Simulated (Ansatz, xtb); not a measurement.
# Redistribution: C4H10 + CHF3S → C4H10S + CHF3

Species: C4H10 `CC(C)C`, singlet; CHF3S (trifluoromethanethiol) `FC(F)(F)S`, singlet; C4H10S (isobutyl mercaptan) `CC(C)CS`, singlet; CHF3 `FC(F)F`, singlet. The partners trade H for SH; both sit on C, so the bond types are kept.

Shapes, held fixed at every level: PBE0-D4/def2-TZVP. Flexible molecules stand in one conformer, not always the lowest. Programs: Ansatz 0.2.0, xtb 6.7.1, xtb 6.7.1 later snapshot. Electronic energies: no zero-point or thermal term.

```
               level                   kind  ΔE (kJ/mol)  less CCSD(T)/CBS estimate  CPU time (sum over the molecules)
            GFN0-xTB         semi-empirical        -20.8                       -7.1                             0.22 s
   PBE-D4/def2-TZVPP                    GGA         -4.8                       +8.9                               24 s
 B3LYP-D4/def2-TZVPP          global hybrid         -9.0                       +4.7                               41 s
   B2PLYP/def2-TZVPP          double hybrid         -9.9                       +3.8                               54 s
      MP2/def2-TZVPP    perturbation theory        -18.4                       -4.7                                  –
  CCSD(T)/def2-TZVPP  coupled cluster or CI        -14.6                       -0.9                             17 min
     CCSD/def2-TZVPP  coupled cluster or CI        -15.2                       -1.5                                  –
CCSD(T)/CBS estimate  coupled cluster or CI        -13.7                        0.0                             21 min
```

The highest level, CCSD(T)/CBS estimate, gives ΔE = -13.7 kJ/mol; the levels span -20.8 to -4.8. The column of differences is taken from that level and isn't an error. No measured value is set beside it here. The CBS estimate extrapolates MP2 from def2-TZVPP and def2-QZVPP and adds CCSD(T) − MP2 in the triple-zeta set, cores frozen. Times are processor times on shared x86 and Arm servers, and rough.

Every level favours the products, so the preference for fluoroform plus the alkyl thiol is secure in sign, and the coupled-cluster values place it at a modest size. Because the exchange keeps the formal bond types, much of the correlation error cancels. This fits the small shift from CCSD to CCSD(T), -15.2 against -14.6 kJ/mol. The three density functionals all give too weak a preference relative to the highest level, while MP2 overshoots it; B2PLYP may fall short partly because, unlike the other two functionals, it carries no dispersion correction.

The energy left over reflects how the two carbon centres differ. Three fluorines leave the CF3 carbon strongly electron-poor, whereas the alkyl carbon is more electron-rich and polarisable. Repulsion between the sulfur and fluorine lone pairs probably destabilises the trifluoromethyl thiol, outweighing any stabilising donation from sulfur into the C–F antibonding orbitals. The reaction energy alone can't separate these contributions, nor does it show that the C–S bond in the fluorinated thiol is weak in absolute terms.
